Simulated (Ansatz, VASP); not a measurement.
## Two plane-wave programs on LiH

File INCAR:

```
PREC = Accurate
ENCUT = 520
EDIFF = 1E-6
ISMEAR = -1
SIGMA = 0.02
LREAL = False
LASPH = True
NELM = 60
ALGO = Normal
ISIF = 2
LWAVE = False
LCHARG = True
GGA = PE
LELF = True
LVHAR = True
NBANDS = 12
```

File KPOINTS:

```
Automatic mesh
0
Gamma
  12 12 6
```

File POSCAR:

```
LiH
1.0
    3.0813172786      0.0000000000      0.0000000000
   -1.5406586393      2.6684990404      0.0000000000
    0.0000000000      0.0000000000      4.0684421498
Li H
2 2
Direct
    0.3333333333      0.6666666667     -0.0625000000
    0.6666666667      0.3333333333      0.4375000000
    0.3333333333      0.6666666667      0.4375000000
    0.6666666667      0.3333333333      0.9375000000
```

Input for Ansatz:

```yaml
crystal:
  lattice:
    - [3.0813172786, 0.0, 0.0]
    - [-1.5406586393, 2.6684990404, 0.0]
    - [0.0, 0.0, 4.0684421498]
  atoms:
    - { symbol: Li, position: [0.3333333333, 0.6666666667, -0.0625] }
    - { symbol: Li, position: [0.6666666667, 0.3333333333, 0.4375] }
    - { symbol: H, position: [0.3333333333, 0.6666666667, 0.4375] }
    - { symbol: H, position: [0.6666666667, 0.3333333333, 0.9375] }
kpoints:
  mp_grid: { grid: [12, 12, 6] }
  band_path:
    path:
      - [0.0, 0.0, 0.0]
      - [0.5, 0.0, 0.0]
      - [0.3333333333, 0.3333333333, 0.0]
      - [0.0, 0.0, 0.5]
      - [0.5, 0.0, 0.5]
      - [0.3333333333, 0.3333333333, 0.5]
      - [-0.002604, 0.0, 0.0]
    npoints: 1
hamiltonian:
  xc: pbe
scf:
  occupations: { method: fermi_dirac, width: 0.02 }
  n_extra_bands: 5
output:
  forces: true
  stress: true
  eigenvalues: true
  write_density: true
  write_potential: true
  elf: true
  volumetric_format: npy
```

Change from the starting cell: biaxial_xy strain -5.4%.

Alike in both runs: task single point; functional PBE; k mesh 12 × 12 × 6; occupations fermi-dirac, width 0.02 eV; no spin polarisation.

|  | VASP | Ansatz |
| --- | --- | --- |
| version | VASP 6.6.1 | Ansatz 0.2.0 |
| potentials or method | VASP PAW PBE potentials, release 64 (Li_sv, H) | plane waves, PAW |
| plane-wave cutoff (eV) | 520 | 420 |
| valence electrons in the cell | 8 | 8 |

```csv
,VASP,Ansatz,Ansatz less VASP
gap on the k mesh at the Fermi level (eV),2.04,2.04,+0.008
```

 A k mesh can miss the band edges.
